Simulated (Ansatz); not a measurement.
# SnO2 (Fm-3m) in Ansatz: further runs, part 2 of 2

Ansatz 0.2.0.

## Step 6: Relaxation of cell and atoms, revPBE

Input file input.yaml:

```yaml
crystal:
  lattice:
    - [0.0, 2.57415, 2.57415]
    - [2.57415, 0.0, 2.57415]
    - [2.57415, 2.57415, 0.0]
  atoms:
    - { symbol: Sn, position: [0.0, 0.0, 0.0] }
    - { symbol: O, position: [0.75, 0.75, 0.75] }
    - { symbol: O, position: [0.25, 0.25, 0.25] }
hamiltonian:
  xc: revpbe
  pseudopotentials: { kind: paw }
kpoints:
  mp_grid: { grid: [9, 9, 9] }
scf:
  occupations: { method: fermi_dirac, width: 0.05 }
output:
  forces: true
  stress: true
  eigenvalues: true
relax:
  f_tol: 0.01
  max_steps: 40
  cell: { stress_tol: 0.05 }
```

Potentials or basis: Ansatz PAW.

On the command line:

```sh
$ ansatz run input.yaml --threads 2 --pin off --max-ram 5632MiB --backend cpu --events-out ev --progress --plain --runs-dir out
```

Standard output:

```text
Warning: RAYON_NUM_THREADS=2 ignored (pool sized by the plan → 2); use --threads N
Engine: ansatz 0.2.0, aarch64-unknown-linux-gnu
Pseudopotentials: kind: paw
Pseudopotential: Sn, paw, valence charge 14, recommended cutoff 420 eV (normal), Sn.paw.azcp
Pseudopotential: O, paw, valence charge 6, recommended cutoff 420 eV (normal), O.paw.azcp
Functional definition: revPBE
  parameter kappa = 1.245
  parameter beta = 0.06672455060314922
  exchange = pbe_x(kappa = kappa, mu = beta*pi^2/3)
  correlation = pbe_c(beta = beta)
Crystal: 3 atoms, lattice volume = 34.114 Å³
Basis set: ecut = 420 eV, 645 PW (Γ), exchange–correlation on 50×50×50 points (8 copies of the dense FFT grid, shifted against one another)
Bands: 17, of which v1, the nominal top of the filled ones, is band 13 counted from 1 (12 counted from 0)
Symmetry: 48 space group operations
Space group: Fm-3m (ITA 225), of the structure as read, at distance tolerance 3.2e-5 Å
k-points: 35 of 729
Non-local potential: Sn, projectors of the file, l = 0: 2, l = 1: 2, l = 2: 2, l = 3: 2
Non-local potential: O, projectors of the file, l = 0: 2, l = 1: 2, l = 2: 1
PAW form: soft (Blöchl's): semilocal exchange-correlation on the pseudo side does not see the compensation charge
PAW frozen core: Sn, regenerated for the run's functional, and the local potential with it (the file was generated under x = pbe(κ = 0.804, μ = 0.2195149727645171), c = pbe(β = 0.06672455060314922))
PAW frozen core: O, regenerated for the run's functional, and the local potential with it (the file was generated under x = pbe(κ = 0.804, μ = 0.2195149727645171), c = pbe(β = 0.06672455060314922))
PAW one-centre angular grid: Sn, 590 points (default); XC on 64 Gauss nodes
PAW one-centre angular grid: O, 110 points (default); XC on 64 Gauss nodes
Initial density: superposition of atomic densities (neutral atoms: chi_scale 0, normalization atom), corrected by the library's trained network
Initial wavefunctions: pseudopotential atomic-orbital guess
Functional: x = revpbe(κ = 1.245, μ = 0.2195149727645171), c = pbe(β = 0.06672455060314922)
SCF iter   1: F=—  HF=-7166.752654 eV  |F-HF|=—  |Δ(HF+E_count)|=         —  Δρ=6.82e-3  dr2=1.61e-2  ethr=1.77e-3  ⟨swp⟩=5.4  Hψ=2871  notcnv=0
preconditioner: auto → none  [insulator: Δε(μ)=1.190 eV  Ē_g=19.724 eV  σ=0.050 eV  W_gap=0.97  n_scr=14 (ndim 8)  ℏωp=32.4 eV  f_vac=0.038  D(μ)=0.05/eV (n_scr^D=0)  ε∞_Penn≈3.7]
SCF iter   2: F=—  HF=-7166.750100 eV  |F-HF|=—  |Δ(HF+E_count)|=   2.55e-3  Δρ=4.08e-3  dr2=3.21e-3  ethr=6.18e-5  ⟨swp⟩=2.1  Hψ=1210  notcnv=0
SCF iter   3: F=—  HF=-7166.749496 eV  |F-HF|=—  |Δ(HF+E_count)|=   6.04e-4  Δρ=1.08e-3  dr2=2.20e-4  ethr=1.23e-5  ⟨swp⟩=2.0  Hψ=875  notcnv=0
SCF iter   4: F=—  HF=-7166.749921 eV  |F-HF|=—  |Δ(HF+E_count)|=   4.25e-4  Δρ=1.23e-4  dr2=5.03e-6  ethr=8.48e-7  ⟨swp⟩=2.0  Hψ=942  notcnv=0
SCF iter   5: F=—  HF=-7166.749942 eV  |F-HF|=—  |Δ(HF+E_count)|=   2.08e-5  Δρ=3.43e-5  dr2=3.09e-7  ethr=1.93e-8  ⟨swp⟩=2.0  Hψ=1028  notcnv=0
SCF iter   6: F=-7166.749943 eV  HF=-7166.749943 eV  |F-HF|=1.10e-8  |Δ(HF+E_count)|=   1.53e-6  Δρ=5.26e-6  dr2=5.69e-9  ethr=3.85e-10  ⟨swp⟩=7.0  Hψ=2702  notcnv=0
SCF 1 converged in 6 iterations: F = -7166.749943 eV  dr2 = 5.69e-9
relax step   1: F+E_penalty+E_count = -7166.74994335 eV  Δ(F+E_penalty+E_count) = +0.000e0 eV  max|allowed force component| = 6.939e-18 eV/Å  Δτ_max = 0.0000 Å  P = +2.562 GPa  Ω = 34.114 Å³  (6 SCF iters, dr2 threshold 1.00e-7 eV, accepted)
Crystal: 3 atoms, lattice volume = 34.579 Å³
Initial density: handed on by an earlier stage of this run
Initial wavefunctions: those handed on with the density
iter 1 solved again at ethr=7.75e-6 eV; its pass at ethr=3.10e-3 eV (dr2=2.02e-3 eV) is discarded
[... 23 lines left out ...]
SCF iter   2: F=—  HF=-7166.753488 eV  |F-HF|=—  |Δ(HF+E_count)|=   5.00e-6  Δρ=3.79e-5  dr2=3.43e-7  ethr=7.24e-9  ⟨swp⟩=2.0  Hψ=872  notcnv=0
SCF iter   3: F=—  HF=-7166.753488 eV  |F-HF|=—  |Δ(HF+E_count)|=   8.30e-8  Δρ=9.04e-6  dr2=2.69e-8  ethr=1.32e-9  ⟨swp⟩=2.1  Hψ=819  notcnv=0
SCF iter   4: F=-7166.753488 eV  HF=-7166.753488 eV  |F-HF|=1.61e-9  |Δ(HF+E_count)|=   8.88e-9  Δρ=2.79e-6  dr2=2.03e-9  ethr=6.14e-11  ⟨swp⟩=4.0  Hψ=1905  notcnv=0
SCF 4 converged in 4 iterations: F = -7166.753488 eV  dr2 = 2.03e-9
relax step   4: F+E_penalty+E_count = -7166.75348835 eV  Δ(F+E_penalty+E_count) = +7.683e-5 eV  max|allowed force component| = 5.782e-17 eV/Å  Δτ_max = 0.0000 Å  P = +0.004 GPa  Ω = 34.594 Å³  energy of the carried Pulay correction = -8.064e-5 eV  (4 SCF iters, dr2 threshold 1.60e-8 eV, accepted)
iter 1 solved again at ethr=3.33e-8 eV; its pass at ethr=3.10e-3 eV (dr2=8.67e-6 eV) is discarded
SCF iter   1: F=—  HF=-7166.753483 eV  |F-HF|=—  |Δ(HF+E_count)|=         —  Δρ=2.53e-6  dr2=1.97e-9  ethr=3.33e-8  ⟨swp⟩=3.9  Hψ=4580  notcnv=0
preconditioner: auto → none  [insulator: Δε(μ)=1.075 eV  Ē_g=19.620 eV  σ=0.050 eV  W_gap=0.99  n_scr=14 (ndim 8)  ℏωp=32.2 eV  f_vac=0.050  D(μ)=0.05/eV (n_scr^D=0)  ε∞_Penn≈3.7]
SCF iter   2: F=—  HF=-7166.753488 eV  |F-HF|=—  |Δ(HF+E_count)|=   5.59e-6  Δρ=1.67e-6  dr2=5.78e-10  ethr=7.57e-12  ⟨swp⟩=2.8  Hψ=1230  notcnv=0
SCF iter   3: F=—  HF=-7166.753488 eV  |F-HF|=—  |Δ(HF+E_count)|=  8.16e-10  Δρ=4.43e-7  dr2=6.92e-11  ethr=2.22e-12  ⟨swp⟩=2.0  Hψ=876  notcnv=0
SCF iter   4: F=-7166.753488 eV  HF=-7166.753488 eV  |F-HF|=9.09e-13  |Δ(HF+E_count)|=    0.00e0  Δρ=3.30e-7  dr2=1.92e-11  ethr=1.00e-12  ⟨swp⟩=6.3  Hψ=2769  notcnv=0
SCF 5 converged in 4 iterations: F = -7166.753488 eV  dr2 = 1.92e-11
relax step   5: F+E_penalty+E_count = -7166.75348835 eV  Δ(F+E_penalty+E_count) = -3.683e-10 eV  max|allowed force component| = 5.937e-17 eV/Å  Δτ_max = 0.0000 Å  P = +0.005 GPa  Ω = 34.594 Å³  stress off target by 5.18e-3 GPa  SCF on the basis re-selected at this cell (its energy is not comparable with the rows above)  (4 SCF iters)
basis re-selected at this cell: Δ(F+E_penalty+E_count) = -3.683e-10 eV, ΔP = +0.001 GPa vs the last step (what re-selecting the basis moved, of the pressure what is left beyond the Pulay correction that the steps carried, after the strain that the cell walked since its last selection, with what the two solves' SCF thresholds leave and, on support functions, any second-order correction that the steps lacked; it is no measure of the basis error at this ecutwfc). This SCF's stress stands 5.18e-3 GPa from its target on what of the cell is left free (relax.cell.stress_tol is 5.00e-2 GPa) and its largest allowed force component is 5.94e-17 eV/Å (relax.f_tol is 1.00e-2 eV/Å): within both
SCF converged after 4 iterations
Free energy (F): -7166.753488 eV
Harris-Foulkes:  -7166.753488 eV  (|F-HF|=9.09e-13)
Internal energy: -7166.752704 eV  (E = F + TS)
E sigma→0 (E₀):  -7166.753096 eV
Entropy (-TS):   -0.000785 eV (-0.262 meV/atom)
Fermi energy:    10.916089 eV
--- Per-component energies (eV) ---
  E_band       = -30.681237
  E_kinetic    = 539.189594
  E_local      = -1243.452957  (includes V_loc(G=0)·N_el)
  E_nonlocal   = 64.863839
  E_hartree    = 666.181445
  E_xc         = -527.920961
  E_vxc        = -281.054472  (∫ρ·V_xc dr)
  E_paw        = -4470.922683  (= ΣΔE_a)
  E_vpaw       = -442.594946  (= ΣTr[D̂ρ^β])
  E_aug_tail   = 0.004734  (compensation charges beyond the density's cutoff)
  E_ewald      = -2194.683784
  E_core_change = -0.011929  (= ΣΔE_core)
  E_smearing   = -0.000785  (= −TS)
  E_closure    = 0.000000  (closes the sum)
  Σ components = -7166.753488   (vs F -7166.753488, Δ=0.00e0)
--- Forces (eV/Å), atoms counted from 1 ---
  atom   1  Sn    -0.00000000    -0.00000000    -0.00000000
  atom   2  O      0.00000000     0.00000000     0.00000000
  atom   3  O     -0.00000000    -0.00000000    -0.00000000
  max |Σ_I F_I| component: 9.25e-18 eV/Å
--- Stress (GPa, compression-positive) ---
        0.005182      -0.000000      -0.000000
       -0.000000       0.005182      -0.000000
       -0.000000      -0.000000       0.005182
  P = ⅓ Tr σ = 0.0052 GPa (0.052 kbar)
--- Band table (eV; the first three rows and the last of 35) ---
  k-point 0: bands = ["-9.8349", "-9.8349", "-9.8349", "-9.7249", "-9.7249", "-8.4373", "-4.9788", "8.0390", "8.0390", "8.0390", "9.5045", "9.5045", "9.5045", "10.5260", "17.8106", "17.8106", "17.8106"]
  k-point 1: bands = ["-9.8738", "-9.8272", "-9.8272", "-9.7251", "-9.7251", "-8.3212", "-4.9794", "7.6025", "7.9816", "7.9816", "8.6019", "9.4227", "9.4227", "11.7776", "17.7070", "18.0955", "18.0955"]
  k-point 2: bands = ["-9.9819", "-9.8114", "-9.8114", "-9.7216", "-9.7216", "-7.9607", "-5.0484", "6.4935", "7.8495", "7.8495", "7.9603", "9.2162", "9.2162", "13.3168", "17.7371", "18.8654", "18.8654"]
  k-point 34: bands = ["-10.0940", "-9.9964", "-9.7572", "-9.7104", "-9.7071", "-6.1438", "-5.7279", "3.1231", "5.2520", "7.4510", "8.1871", "10.4604", "10.6965", "14.8334", "19.3746", "20.4601", "20.5987"]
--- Relaxed structure (3 steps of the walk, 3 accepted, 2 SCFs on fresh bases) ---
  F+E_penalty+E_count = -7166.75348835 eV   max|allowed force component| = 5.937e-17 eV/Å   (the final SCF, on the basis selected at the relaxed cell)
  cell:  # Å, volume = 34.5939 Å³
    - [-3.248299670970938e-34, 2.586165598770372, 2.586165598770372]
    - [2.586165598770372, 5.095372032895589e-34, 2.586165598770372]
    - [2.586165598770372, 2.586165598770372, 3.184607520559737e-35]
  atoms:
    - { symbol: Sn, position: [3.120667860285012e-35, -4.900195422653573e-35, -5.393787009295946e-35] }
    - { symbol: O, position: [0.75, 0.75, 0.75] }
    - { symbol: O, position: [0.25, 0.25, 0.25] }
```

Run time: 3 s. Hardware: 2 threads of Arm Neoverse V2, shared host; peak memory 0.3 GiB.

Results:

```yaml
Free_energy: -7166.7535 eV
Relaxed_volume: 11.53 Å³/atom
Relaxed_cell: a = 3.657 Å, b = 3.657 Å, c = 3.657 Å, α = 60.00°, β = 60.00°, γ = 60.00°
Space_group_after_relaxing_to_0.05_Å: Fm-3m (No. 225)
Energy_gained_by_relaxing: 1.2 meV/atom
Ionic_steps: 5
Pressure_after_relaxing: 0.0 GPa
Band_gap_on_the_k_mesh: none (metal or under the smearing width)
```

The path:
```
step  energy change (eV)  largest force (eV/Å)  volume (Å³)
   1              0.0000                0.0000        34.11
   2             -0.0010                0.0000        34.58
   3             -0.0036                0.0000        34.58
   4             -0.0035                0.0000        34.59
   5             -0.0035                0.0000        34.59
```

Final structure:
```
Sn O
1.0
     0.00000    2.58617    2.58617
     2.58617    0.00000    2.58617
     2.58617    2.58617    0.00000
Sn O
1 2
Direct
  0.00000 0.00000 0.00000
  0.75000 0.75000 0.75000
  0.25000 0.25000 0.25000
```

Levels at points of the mesh, in eV from the Fermi level:
```
           k point  band 11  band 12  band 13  band 14  band 15  band 16
(0.00, 0.00, 0.00)    -1.41    -1.41    -1.41    -0.39     6.89     6.89
```

Caveat: the plane-wave basis is chosen anew once the cell has moved, so the energies of steps on either side of that aren't comparable; the pressure holds a Pulay correction of +0.9 GPa for the finite cutoff; the PAW data sets come from PBE, with cores solved anew for the run's functional, which leaves a small shift of forces and pressure.

## Step 7: Summary

```tsv
level	gap on the mesh (eV)	pressure (GPa)	relaxed volume (Å³/atom)
PBE	none	0.0	11.34
LDA	0.43	0.0	10.67
PBEsol	none	0.0	10.96
RPBE	none	0.0	11.60
revPBE	none	0.0	11.53
```

Alike in all rows: task relaxation of cell and atoms; potentials or basis Ansatz PAW; no spin polarisation; cell relaxed; k mesh 9 × 9 × 9; cutoff (eV) 420; smearing fermi-dirac 0.05 eV.

Caveats: the plane-wave basis is chosen anew once the cell has moved, so the energies of steps on either side of that aren't comparable; the PAW data sets come from PBE, with cores solved anew for the run's functional, which leaves a small shift of forces and pressure (some runs); odd divisions of the mesh miss points on the zone boundary, where band edges often lie, so the gap on the mesh can be too wide (some runs); spin-orbit coupling is left out, which moves the levels of the heavy elements (some runs).

Total energies depend on the potentials used, so only differences within one code and one set of settings carry meaning.
